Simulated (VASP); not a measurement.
The system is Sn.

```xyz
1
Lattice="-1.7265 1.7755 2.3383 1.7265 -1.7755 2.3383 1.7265 1.7755 -2.3383" Properties=species:S:1:pos:R:3 pbc="T T T"
Sn    0.0000    0.0000    0.0000
```

This isn't the form of Sn at room conditions, which is tetragonal (white tin).

| Quantity | Value |
| --- | --- |
| Program | VASP 6.6.1 |
| Task | single point |
| Functional | PBEsol |
| Potentials or basis | VASP PAW PBE potentials, release 64 (Sn_d) |
| Cutoff | 520 eV |
| k mesh | 11 × 11 × 11 |
| Occupations | fermi-dirac, width 0.05 eV |
| Spin | no spin polarisation |

On this cell: pressure -3.7 GPa; band gap on the k mesh none (metal or under the smearing width).

The same run follows on a disturbed copy (cell strained at random at fixed volume):

```
CELL_PARAMETERS angstrom
-1.66577 1.76563 2.29581
1.74442 -1.79906 2.37926
1.68238 1.81521 -2.32119
ATOMIC_POSITIONS crystal
Sn 0.99505 0.98835 0.99670
```

**Question.** What does the disturbed cell give?

**Answer.** The energy (extrapolated to zero smearing) moves by +4.9 meV/atom; pressure -3.7 GPa; band gap on the k mesh none (metal or under the smearing width).

Stress tensor (GPa, compression positive):
```
-2.84 -0.01 -0.57
-0.01 -4.58  0.15
-0.57  0.15 -3.54
```

Caveats: the PAW data sets were made with another functional, which shifts forces and pressure a little.
